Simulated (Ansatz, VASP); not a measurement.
# One calculation of Be, two programs

File INCAR:

```
SYSTEM = Be
ALGO     = Normal         ! electronic algorithm
EDIFF    = 1E-6           ! SCF threshold, eV
ENCUT    = 520            ! plane-wave cutoff, eV
GGA      = CA             ! functional
ISIF     = 2              ! what is computed and relaxed
ISMEAR   = -1             ! smearing method
LASPH    = .True.         ! aspherical terms in the spheres
LCHARG   = .False.        ! write CHGCAR
LREAL    = .False.        ! projectors in reciprocal space
LWAVE    = .False.        ! write WAVECAR
NBANDS   = 9              ! bands
NELM     = 100            ! most SCF steps
PREC     = Accurate       ! precision mode
SIGMA    = 0.1            ! smearing width, eV
```

The input KPOINTS:

```
k-points
0
Gamma
  16 16 9
  0 0 0
```

Contents of POSCAR:

```
Be
1.0
    2.2295160349      0.0000000000      0.0000000000
   -1.1147580175      1.9308175243      0.0000000000
    0.0000000000      0.0000000000      3.5083258361
Be
2
Direct
    0.3333333333      0.6666666667      0.2500000000
    0.6666666667      0.3333333333      0.7500000000
```

Input for Ansatz:

```yaml
crystal:
  lattice:
    - [2.2295160349, 0.0, 0.0]
    - [-1.1147580175, 1.9308175243, 0.0]
    - [0.0, 0.0, 3.5083258361]
  atoms:
    - { symbol: Be, position: [0.3333333333, 0.6666666667, 0.25] }
    - { symbol: Be, position: [0.6666666667, 0.3333333333, 0.75] }
hamiltonian:
  xc: lda
  pseudopotentials:
    kind: paw
    azcp:
      Be: "pseudopotentials/Be.paw.azcp"
basis:
  ecutwfc: 800
  fft_grid_basis: typed
kpoints:
  mp_grid: { grid: [16, 16, 9], shift: [0, 0, 0] }
magnetization:
  spin_polarized: false
scf:
  occupations: { method: fermi_dirac, width: 0.1 }
  lower_state_search: "off"
output:
  stress: true
```

Alike in both runs: task single point; functional LDA; k mesh 16 × 16 × 9; occupations fermi-dirac, width 0.1 eV; no spin polarisation.

|  | VASP | Ansatz |
| --- | --- | --- |
| version | VASP 6.6.1 | Ansatz 0.2.0 |
| potentials or method | VASP PAW LDA potentials, release 64 (Be) | plane waves (800 eV) with PAW, scalar-relativistic |
| plane-wave cutoff (eV) | 520 | 800 |
| valence electrons in the cell | 4 | 4 |

VASP gave:

- pressure (GPa): 0.4

**Question.** Which values does Ansatz return?

**Answer.** Pressure (GPa): 0.0.

Ansatz warned: «pseudo_functional_mismatch».
